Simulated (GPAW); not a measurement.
# WC (Cmmm) in GPAW: single point with TPSS

Aim: the single point of WC with TPSS.

All numbers are computed with GPAW 26.7.0; they aren't measurements. Logs are shortened: lines on timing, memory, paths and dates and some standing lists are left out, and cuts for length are marked. The log counts tension as positive stress, the text compression.

### Step 1. The crystal as given

It takes space group Cmmm (No. 65, orthorhombic). The conventional cell has a = 3.281 Å, b = 4.236 Å, c = 4.309 Å, α = 90.00°, β = 90.00°, γ = 90.00°. W (site symmetry mmm) has 4 W at 2.68 Å and 8 C at 2.71 to 3.02 Å as nearest neighbours. C (site symmetry mmm) is surrounded by 4 C at 2.68 Å and 8 W at 2.71 to 3.02 Å.

The cell was built by a generator and needn't be a form met in nature.

### Step 2. Single point, TPSS

run.py

```python
from ase.dft.bandgap import bandgap
from ase.io import read, write
from ase.units import GPa
from gpaw import GPAW, PW

atoms = read('WC.xyz')

calc = GPAW(mode=PW(800),
            xc='MGGA_X_TPSS+MGGA_C_TPSS',
            kpts={'size': (10, 10, 6), 'gamma': True},
            occupations={'name': 'fermi-dirac', 'width': 0.05},
            nbands=19,
            convergence={'density': 1e-05, 'energy': 1e-05},
            eigensolver='davidson',
            maxiter=150,
            txt='gpaw.txt')
atoms.calc = calc
energy = atoms.get_potential_energy()
forces = atoms.get_forces()
stress = atoms.get_stress()
calc.write('gs.gpw')
write('result.traj', atoms)
print(f'Energy: {energy:.6f} eV')
print('Forces (eV/A):')
print(forces.round(4))
print('Stress (GPa):', (stress / GPa).round(3))
print('Fermi level:', round(calc.get_fermi_level(), 4), 'eV')
print(f'Gap: {bandgap(calc)[0]:.4f} eV, direct: {bandgap(calc, direct=True)[0]:.4f} eV')
```

WC.xyz

```xyz
2
Lattice="1.6403461100 -2.1180379000 0.0000000000 1.6403461100 2.1180379000 0.0000000000 0.0000000000 0.0000000000 4.3094211000" Properties=species:S:1:pos:R:3 pbc="T T T"
W      1.6403461100      0.0000000000      2.1547105500
C      0.0000000000      0.0000000000      0.0000000000
```

Potentials or basis: GPAW PAW data sets (gpaw-data 1.2.1), pw.

Launch:

```bash
$ OMP_NUM_THREADS=1 python run.py
```

gpaw.txt:

```text
__  _  _
 | _ |_)|_||  |
 |__||  | ||/\| - 26.7.0

Input parameters:
  mode=PW(ecut=800.0),
  convergence={'density': 1e-05, 'energy': 1e-05},
  eigensolver=Davidson(niter=2),
  kpts=MonkhorstPack(size=(10, 10, 6), gamma=True),
  maxiter=150,
  nbands=19,
  occupations=Occupations(name='fermi-dirac', width=0.05),
  xc=XC(name='MGGA_X_TPSS+MGGA_C_TPSS')

Diagonalizing LCAO Hamiltonian
Converting LCAO to pw mode

           W

       C

Atoms  # Å, Bohr magnetons
|   | symbol |        x |        y |        z |    initial magnetic moments |
|---|--------|----------|----------|----------|-----------------------------|
| 0 |      W | 1.640346 | 0.000000 | 2.154711 | ( 0.0000,  0.0000,  0.0000) |
| 1 |      C | 0.000000 | 0.000000 | 0.000000 | ( 0.0000,  0.0000,  0.0000) |

Unit cell  # Å
| periodic |        x |         y |        z |  lengths |     angles |
|----------|----------|-----------|----------|----------|------------|
|      yes | 1.640346 | -2.118038 | 0.000000 | 2.678959 |  90.000000 |
|      yes | 1.640346 |  2.118038 | 0.000000 | 2.678959 |  90.000000 |
|      yes | 0.000000 |  0.000000 | 4.309421 | 4.309421 | 104.486947 |

Number of symmetries: 8
Symmetry operations  # r_c * U_cc + t_c -> r_c
|   | kind |            matrix            |
|---|------|------------------------------|
| 0 |  E   |  1, 0, 0,  0, 1, 0,  0, 0, 1 |
| 1 |  σ   |  1, 0, 0,  0, 1, 0,  0, 0,-1 |
| 2 |  σ   |  0, 1, 0,  1, 0, 0,  0, 0, 1 |
| 3 |  C2  |  0, 1, 0,  1, 0, 0,  0, 0,-1 |
| 4 |  σ   |  0,-1, 0, -1, 0, 0,  0, 0, 1 |
| 5 |  C2  |  0,-1, 0, -1, 0, 0,  0, 0,-1 |
| 6 |  C2  | -1, 0, 0,  0,-1, 0,  0, 0, 1 |
| 7 |  i   | -1, 0, 0,  0,-1, 0,  0, 0,-1 |

BZ-sampling:
  Number of BZ points: 600
  Number of IBZ points: 124

  Monkhorst-Pack size: [10, 10, 6]
  Monkhorst-Pack shift: [0.05, 0.05, 0.08333333333333333]

K-points  # in reciprocal-cell coordinates
|     |                                coordinates |     weight |
|-----|--------------------------------------------|------------|
|   0 | (  0.00000000,   0.00000000,   0.00000000) | 0.00166667 |
|   1 | (  0.00000000,   0.00000000,   0.16666667) | 0.00333333 |
|   2 | (  0.00000000,   0.00000000,   0.33333333) | 0.00333333 |
|   3 | (  0.00000000,   0.00000000,   0.50000000) | 0.00166667 |
|   4 | (  0.10000000,  -0.10000000,   0.00000000) | 0.00333333 |
|   5 | (  0.10000000,  -0.10000000,   0.16666667) | 0.00666667 |
|   6 | (  0.10000000,  -0.10000000,   0.33333333) | 0.00666667 |
|   7 | (  0.10000000,  -0.10000000,   0.50000000) | 0.00333333 |
|   8 | (  0.10000000,   0.00000000,   0.00000000) | 0.00666667 |
|   9 | (  0.10000000,   0.00000000,   0.16666667) | 0.01333333 |
| ... |                                            |            |
| 123 | (  0.50000000,   0.50000000,   0.50000000) | 0.00166667 |

Plane wave coefficients: 1568
Cutoff: 800.0 eV

Spin-components: 1 (collinear spins)
Bands:           19
Projectors:      11
Spin-degeneracy: 2
Datatype:        complex128

Parallelization:
  kpt:    1
  domain: 1
  band:   1

Density:
  Valence electrons: 18.0
  Components: 1
  Grid points: [18 18 30]
  Charge: 0.0  # |e|

Potential:
  Grid points: [18 18 30]

species:
  W:
    name:    Tungsten
    Z:       74.0
    valence: 14
    core:    60
    charge:  0.0  # [|e|]
    compensation charges:
      type: gauss
      rc: 0.40  # [Å]
      lmax: 2
    cutoffs:
      filter: 2.36  # [Å]
      core: 3.02  # [Å]
    projectors
    | kind |    occ | energy [eV] | rcut [Å] |
    |------|--------|-------------|----------|
    |   5s |  2.000 |     -78.830 |    1.344 |
    |   6s |  2.000 |      -5.697 |    1.344 |
    |   5p |  6.000 |     -43.233 |    1.355 |
    |   6p |  0.000 |      -1.367 |    1.355 |
    |   5d |  4.000 |      -4.494 |    1.228 |
    |    d |        |      22.717 |    1.228 |

    Using partial waves for W as LCAO basis

  C:
    name:    Carbon
    Z:       6.0
    valence: 4
    core:    2
    charge:  0.0  # [|e|]
    compensation charges:
      type: gauss
      rc: 0.20  # [Å]
      lmax: 2
    cutoffs:
      filter: 1.14  # [Å]
      core: 1.14  # [Å]
    projectors
    | kind |    occ | energy [eV] | rcut [Å] |
    |------|--------|-------------|----------|
    |   2s |  2.000 |     -13.751 |    0.635 |
    |   2p |  2.000 |      -5.284 |    0.635 |
    |    s |        |      13.461 |    0.635 |
    |    p |        |      21.927 |    0.635 |
    |    d |        |       0.000 |    0.635 |

    Using partial waves for C as LCAO basis

Reference energy: -439799.299771  # eV

eigensolver:
  Davidson
  Converge bands: occupied
  niter=2

density mixing:
  MSR1-Mixer
  Pratt-step length: 0.05
  Maximum mixing coefficient: 0.75
  Old densities: 10
  SVD Regularization: 0.005
  Good broyden scale: 1.0
  Trust region scale: 1.0
  Backstep threshold: 4.0
  History deletion threshold: 6.0
  Fourier metric: weight=20.0, sigma=0.015

occupation numbers:
  Fermi-Dirac:
    width: 0.0500  # eV

poisson solver:
  ecut: 6400.0  # eV

xc functional:
  name: MGGA_X_TPSS+MGGA_C_TPSS with 2 nearest neighbor stencil

convergence criteria:
- Maximum integral of absolute [dens]ity change: 1e-05 electrons / valence electron
- Maximum [total energy] change in last 3 cyles: 1e-05 eV / valence electron
- Maximum integral of absolute [eigenst]ate change: 4e-08 eV^2 / valence electron
maximum number of iterations: 150

SCF iterations
|iter     | |      energy | eigst |  dens |
|---------|-|-------------|-------|-------|
|iter:   1| |  200.929212 | +3.73 |       |
|iter:   2| |   -7.493616 | +0.70 | -0.54 |
|iter:   3| |   -8.968055 | -1.00 | -1.14 |
|iter:   4| |   -8.779167 | -2.41 | -1.15 |
|iter:   5| |   -8.728195 | -2.33 | -1.24 |
|iter:   6| |   -8.644383 | -2.36 | -1.30 |
|iter:   7| |   -8.597399 | -2.68 | -1.50 |
|iter:   8| |   -8.601404 | -4.18 | -1.83 |
|iter:   9| |   -8.597155 | -3.63 | -1.94 |
|iter:  10| |   -8.599800 | -4.52 | -2.32 |
|iter:  11| |   -8.598428 | -5.27 | -2.22 |
|iter:  12| |   -8.596105 | -4.10 | -2.29 |
|iter:  13| |   -8.596232 | -4.65 | -2.75 |
|iter:  14| |   -8.596226c| -6.16 | -3.34 |
|iter:  15| |   -8.596228c| -6.84 | -3.65 |
|iter:  16| |   -8.596228c| -8.37c| -4.61 |
|iter:  17| |   -8.596228c| -9.56c| -5.13c|

Converged in 17 steps
Energy contributions relative to reference atoms: (reference = -439799.299771)

Energy contributions:
  Kinetic:         -20.082496
  Coulomb:          14.398703
  Zero:              0.056870
  External:          0.000000
  Xc:               -2.962057
  Entropy:          -0.014494
  Spinorbit:         0.000000
  ----------------------------
  Free energy:      -8.603476
  Extrapolated:     -8.596228

dipole moment: (-6.607788, 0.000000, -8.679797)  # |e|*Ang

Fermi level: 9.194
Eigenvalues  # (at kpt = [0.000, 0.000, 0.000])
| band index |      eig [eV] | occ [0-2] |
|------------|---------------|-----------|
|          0 |       -65.788 |     2.000 |
|          1 |       -30.265 |     2.000 |
|          2 |       -29.617 |     2.000 |
|          3 |       -29.355 |     2.000 |
|          4 |        -3.382 |     2.000 |
|          5 |         3.638 |     2.000 |
[... 8 lines left out ...]
|         14 |        20.998 |     0.000 |
|         15 |        23.974 |     0.000 |
|        ... |               |           |
|         18 |        27.449 |     0.000 |

No gap
No difference between direct/indirect transitions

Forces  # eV/Ang
|       x |       y |       z |
|---------|---------|---------|
| 0.00000 | 0.00000 | 0.00000 |  # W    0
| 0.00000 | 0.00000 | 0.00000 |  # C    1

Stress tensor  # eV/Ang^3
|        x |        y |        z |
|----------|----------|----------|
| 0.240761 | 0.000000 | 0.000000 |
| 0.000000 | 0.030700 | 0.000000 |
| 0.000000 | 0.000000 | 0.382674 |

# Writing to gs.gpw (mode='')
```

Run time: 4.9 min. Hardware: 1 thread of Arm Neoverse V1, shared host; peak memory 0.36 GiB.

What came out:

| Property | Result |
| --- | --- |
| Free energy | -8.6035 eV |
| Pressure | -34.9 GPa |
| Band gap on the k mesh | none (metal or under the smearing width) |

Caveat: a pressure of tens of GPa on the cell as given is suspect, and the run, the potentials or the cell itself is likely at fault; the PAW data sets were made with another functional, which shifts forces and pressure a little.
